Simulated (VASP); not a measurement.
# Sc (I4/mmm) in VASP: a series of runs, part 2 of 2

VASP 6.6.1. The steps go on from the part before.

## (3) Single point, LDA (strain +0.000 along x and y, +0.030 along z, atoms carried along)

INCAR

```
PREC = Accurate ; ENCUT = 520
EDIFF = 1E-6 ; ISMEAR = 0
SIGMA = 0.15 ; LREAL = False
LASPH = True ; NELM = 100
ALGO = Fast ; ISIF = 2
LWAVE = False ; LCHARG = False
NBANDS = 12
```

KPOINTS

```
regular mesh
0
Gamma
  18 18 18
```

POSCAR

```
Sc
1.0
    0.0000000000      2.2705000000      2.3386150000
    2.2705000000      0.0000000000      2.3386150000
    2.2705000000      2.2705000000      0.0000000000
Sc
1
Direct
    0.0000000000      0.0000000000      0.0000000000
```

Potentials or basis: VASP PAW LDA potentials, release 64 (Sc_sv).

On the command line:

```
cat potpaw_LDA.64/Sc_sv/POTCAR > POTCAR
mpirun -np 1 vasp_std > vasp.out
```

Wall time 54 s (1 thread of Intel Xeon Platinum 8488C (Sapphire Rapids), shared host); peak memory 0.22 GiB.

Results (log left out):

```yaml
Free_energy: -6.6723 eV
Pressure: -3.8 GPa
Band_gap_on_the_k_mesh: none (metal or under the smearing width)
```

Stress tensor (GPa, compression positive):
```
-3.49  0.00  0.00
 0.00 -3.49  0.00
 0.00  0.00 -4.45
```

Levels at points of the mesh, in eV from the Fermi level:
```
           k point  band 2  band 3  band 4  band 5  band 6  band 7  band 8  band 9
(0.00, 0.00, 0.00)  -27.51  -27.51  -27.51   -5.18    1.42    1.62    1.62    2.84
(0.50, 0.00, 0.00)  -27.95  -27.58  -27.56   -1.81    0.36    1.33    1.55    3.85
(0.50, 0.50, 0.00)  -27.92  -27.65  -27.65   -1.61   -0.65    1.78    3.90    4.14
(0.50, 0.00, 0.50)  -27.93  -27.69  -27.66   -1.56   -0.71    2.21    3.88    4.07
```

## (4) Single point, LDA (strain +0.000 along x and y, -0.015 along z, atoms carried along)

INCAR

```
SYSTEM = Sc
PREC     = Accurate       ! precision mode
ENCUT    = 520            ! plane-wave cutoff, eV
EDIFF    = 1E-7           ! SCF threshold, eV
ISMEAR   = 0              ! smearing method
SIGMA    = 0.15           ! smearing width, eV
LREAL    = .FALSE.        ! projectors in reciprocal space
LASPH    = .TRUE.         ! aspherical terms in the spheres
NELM     = 100            ! most SCF steps
ALGO     = Fast           ! electronic algorithm
ISIF     = 2              ! what is computed and relaxed
LWAVE    = .FALSE.        ! write WAVECAR
LCHARG   = .FALSE.        ! write CHGCAR
GGA      = CA             ! functional
NBANDS   = 12             ! bands
```

KPOINTS

```
Automatic mesh
0
G
  18 18 18
  0 0 0
```

POSCAR

```
Sc
1.0
    0.0000000000      2.2705000000      2.2364425000
    2.2705000000      0.0000000000      2.2364425000
    2.2705000000      2.2705000000      0.0000000000
Sc
1
Direct
    0.0000000000      0.0000000000      0.0000000000
```

Potentials or basis: VASP PAW LDA potentials, release 64 (Sc_sv).

On the command line:

```
cat potpaw_LDA.64/Sc_sv/POTCAR > POTCAR
mpirun -np 1 vasp_std > vasp.out
```

OUTCAR:

```text
SYSTEM = Sc
   PREC = Accurate
   ENCUT = 520
   EDIFF = 1E-7
   ISMEAR = 0
   LREAL = .FALSE.
   LASPH = .TRUE.
   NELM = 100
   ISIF = 2
   GGA = CA

 ion  position               nearest neighbor table
   1  0.000  0.000  0.000-

  LATTYP: Found a body centered tetragonal cell.
 ALAT       =     3.2109718934
 C/A-ratio  =     1.3930003589

  Lattice vectors:

 A1 = (   0.0000000000,  -2.2705000000,  -2.2364425000)
 A2 = (   0.0000000000,   2.2705000000,  -2.2364425000)
 A3 = (   2.2705000000,   0.0000000000,   2.2364425000)

Analysis of symmetry for initial positions (statically):
=====================================================================
 Subroutine PRICEL returns:
 Original cell was already a primitive cell.

 Routine SETGRP: Setting up the symmetry group for a
 body centered tetragonal supercell.

 Subroutine GETGRP returns: Found 16 space group operations
 (whereof 16 operations were pure point group operations)
 out of a pool of 16 trial point group operations.

The static configuration has the point symmetry D_4h.

[... 169 lines left out ...]
      1     -44.7368      2.00000
      2     -23.4430      2.00000
      3     -23.4430      2.00000
      4     -23.4425      2.00000
      5      -1.3387      2.00000
      6       5.5014      0.00000
      7       5.5014      0.00000
      8       5.6058      0.00000
      9       6.9716      0.00000
     10       7.0951      0.00000
     11      16.8958      0.00000
     12      20.3915      0.00000
[... 331 lines left out ...]
 k-point    24 :      -0.2222    0.0556    0.0000
  band No.  band energies     occupation
      1     -44.6960      2.00000
      2     -23.6889      2.00000
      3     -23.4891      2.00000
      4     -23.4716      2.00000
      5       0.1501      2.00000
      6       4.6742      0.00000
      7       5.7688      0.00000
      8       5.7796      0.00000
      9       6.8141      0.00000
     10       7.2974      0.00000
     11      15.2391      0.00000
     12      17.5822      0.00000

 [... further k-points ...]

------------------------ aborting loop because EDIFF is reached ----------------------------------------

  FORCE on cell =-STRESS in cart. coord.  units (eV):
  Direction    XX          YY          ZZ          XY          YZ          ZX
  --------------------------------------------------------------------------------------
  -------------------------------------------------------------------------------------
  Total       -0.2507679     -0.2507679     -0.1832037      0.0000000      0.0000000     -0.0000000
  in kB      -17.4241565    -17.4241565    -12.7295811      0.0000000      0.0000000     -0.0000000
  external PRESSURE =     -15.8592980 kB  Pullay stress =       0.0000000 kB

 VOLUME and BASIS-vectors are now :
 -----------------------------------------------------------------------------
  energy-cutoff  :      520.00
  volume of cell :       23.06
      direct lattice vectors                 reciprocal lattice vectors
     0.000000000  2.270500000  2.236442500    -0.220215811  0.220215811  0.223569352
     2.270500000  0.000000000  2.236442500     0.220215811 -0.220215811  0.223569352
     2.270500000  2.270500000  0.000000000     0.220215811  0.220215811 -0.223569352

 POSITION                                       TOTAL-FORCE (eV/Angst)
 -----------------------------------------------------------------------------------
      0.00000      0.00000      0.00000         0.000000      0.000000      0.000000
 -----------------------------------------------------------------------------------
    total drift:                                0.000000      0.000000      0.000000

  FREE ENERGIE OF THE ION-ELECTRON SYSTEM (eV)
  ---------------------------------------------------
  free  energy   TOTEN  =        -6.6907894613 eV

  energy  without entropy=       -6.6712985770  energy(sigma->0) =       -6.68104402
```

stdout:

```text
POSCAR found type information on POSCAR Sc
 POSCAR found :  1 types and       1 ions
 scaLAPACK will be used
 LDA part: xc-table for (Slater(with rela. corr.)+CA(PZ))
 , standard interpolation
 POSCAR, INCAR and KPOINTS ok, starting setup
 FFT: planning ... GRIDC
 FFT: planning ... GRID_SOFT
 FFT: planning ... GRID
 WAVECAR not read
 entering main loop
```

It took 55 s on 1 thread of Intel Xeon Platinum 8488C (Sapphire Rapids), shared host; peak memory 0.22 GiB.

Results:

```yaml
Free_energy: -6.6908 eV
Pressure: -1.6 GPa
Band_gap_on_the_k_mesh: none (metal or under the smearing width)
```

## (5) The runs side by side

```tsv
cell	further INCAR settings	gap on the mesh (eV)	pressure (GPa)
strain -0.015 along x and y, +0.030 along z, atoms carried along	ALGO = Fast; EDIFF = 1e-07; NBANDS = 12	none	-2.3
strain +0.000 along x and y, +0.030 along z, atoms carried along	ALGO = Fast; EDIFF = 1e-06; NBANDS = 12	none	-3.8
strain +0.000 along x and y, -0.015 along z, atoms carried along	ALGO = Fast; EDIFF = 1e-07; NBANDS = 12	none	-1.6
```

Alike in all rows: task single point; level LDA; potentials or basis VASP PAW LDA potentials, release 64 (Sc_sv); no spin polarisation; k mesh 18 × 18 × 18; cutoff (eV) 520; smearing gaussian 0.15 eV.

Absolute energies hang on the potentials; compare differences alone.
